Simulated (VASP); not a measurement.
## GaAs: band structure with r2SCAN-EpsX

**The experiment to reproduce.**

From “Evidence of valence band perturbations in GaAsN/GaAs(001): A combined variable-angle spectroscopic ellipsometry and modulated photoreflectance investigation”, 2008, arxiv:0805.2212, for a bulk crystal of GaAs at 300 K: band gap 1.412 ± 0.01 eV (direct).

The system is GaAs.

```xyz
2
Lattice="0.0000 2.8268 2.8268 2.8268 0.0000 2.8268 2.8268 2.8268 0.0000" Properties=species:S:1:pos:R:3 pbc="T T T"
As    4.2403    4.2403    4.2403
Ga    0.0000    0.0000    0.0000
```

- Program: VASP 6.6.1
- Task: band structure
- Functional: r2SCAN-EpsX
- Potentials or basis: VASP PAW PBE potentials, release 64 (As, Ga_d)
- Cutoff: 520 eV
- k mesh: 6 × 6 × 6
- Occupations: gaussian, width 0.02 eV
- Spin: no spin polarisation
- Ladder: gaps
- Grid for exact exchange (PRECFOCK): Fast
- Exchange at q = 0: truncated
- Share of exact exchange: 0.0346
- Further INCAR settings: ALGO = Normal; EDIFF = 1e-06; NBANDS = 16

The pressure is 0.5 GPa. The band gap on the k mesh is 1.16 eV, direct. The band gap along the path is 1.16 eV, direct.

Levels at the corners of the path, in eV from the valence-band top:
| point | band 5 | band 6 | band 7 | band 8 | band 9 | band 10 | band 11 | band 12 | band 13 | band 14 |
| --- | --- | --- | --- | --- | --- | --- | --- | --- | --- | --- |
| Γ | -15.51 | -13.38 | 0.00 | 0.00 | 0.00 | 1.16 | 4.22 | 4.22 | 4.22 | 8.44 |
| X | -15.50 | -10.72 | -7.08 | -2.81 | -2.81 | 1.91 | 2.11 | 11.11 | 11.11 | 11.98 |
| X | -15.50 | -10.72 | -7.08 | -2.81 | -2.81 | 1.91 | 2.11 | 11.11 | 11.11 | 11.98 |
| W | -15.51 | -10.66 | -6.88 | -3.69 | -3.48 | 5.23 | 5.24 | 6.10 | 6.66 | 12.06 |
| W | -15.51 | -10.66 | -6.88 | -3.69 | -3.48 | 5.23 | 5.24 | 6.10 | 6.66 | 12.06 |
| K | -15.50 | -10.76 | -6.88 | -4.03 | -2.37 | 2.43 | 5.21 | 8.76 | 8.81 | 9.46 |
| K | -15.50 | -10.76 | -6.88 | -4.03 | -2.37 | 2.43 | 5.21 | 8.76 | 8.81 | 9.46 |
| Γ | -15.51 | -13.38 | 0.00 | 0.00 | 0.00 | 1.16 | 4.22 | 4.22 | 4.22 | 8.44 |
| Γ | -15.51 | -13.38 | 0.00 | 0.00 | 0.00 | 1.16 | 4.22 | 4.22 | 4.22 | 8.44 |
| L | -15.51 | -11.51 | -6.91 | -1.20 | -1.20 | 1.52 | 5.17 | 5.17 | 8.48 | 11.36 |
| L | -15.51 | -11.51 | -6.91 | -1.20 | -1.20 | 1.52 | 5.17 | 5.17 | 8.48 | 11.36 |
| U | -15.50 | -10.76 | -6.88 | -4.03 | -2.37 | 2.43 | 5.21 | 8.76 | 8.81 | 9.46 |
| U | -15.50 | -10.76 | -6.88 | -4.03 | -2.37 | 2.43 | 5.21 | 8.76 | 8.81 | 9.46 |
| W | -15.51 | -10.66 | -6.88 | -3.69 | -3.48 | 5.23 | 5.24 | 6.10 | 6.66 | 12.06 |
| W | -15.51 | -10.66 | -6.88 | -3.69 | -3.48 | 5.23 | 5.24 | 6.10 | 6.66 | 12.06 |
| L | -15.51 | -11.51 | -6.91 | -1.20 | -1.20 | 1.52 | 5.17 | 5.17 | 8.48 | 11.36 |
| L | -15.51 | -11.51 | -6.91 | -1.20 | -1.20 | 1.52 | 5.17 | 5.17 | 8.48 | 11.36 |
| K | -15.50 | -10.76 | -6.88 | -4.03 | -2.37 | 2.43 | 5.21 | 8.76 | 8.81 | 9.46 |
| U | -15.50 | -10.76 | -6.88 | -4.03 | -2.37 | 2.43 | 5.21 | 8.76 | 8.81 | 9.46 |
| X | -15.50 | -10.72 | -7.08 | -2.81 | -2.81 | 1.91 | 2.11 | 11.11 | 11.11 | 11.98 |

Run time: 41 min on 4 MPI ranks on Intel(R) Xeon(R) Platinum 8259CL CPU @ 2.50GHz (Skylake/Cascade Lake) (shared host), peak memory 0.29 GiB a rank.

A measured gap of GaAs is 1.412 eV (direct; 300 K; “Evidence of valence band perturbations in GaAsN/GaAs(001): A combined variable-angle spectroscopic ellipsometry and modulated photoreflectance investigation”, 2008, arxiv:0805.2212); the calculated 1.16 eV misses it by -0.25 eV. 3 values of this kind are on record (1.412 to 1.51 eV); this one was drawn at random among those near their median, those with a stated uncertainty first. Spin-orbit coupling on As, Ga is left out. The value is that of r2SCAN-EpsX, without temperature or zero-point motion.

Caveat: the PAW data sets were made with another functional, which shifts forces and pressure a little.
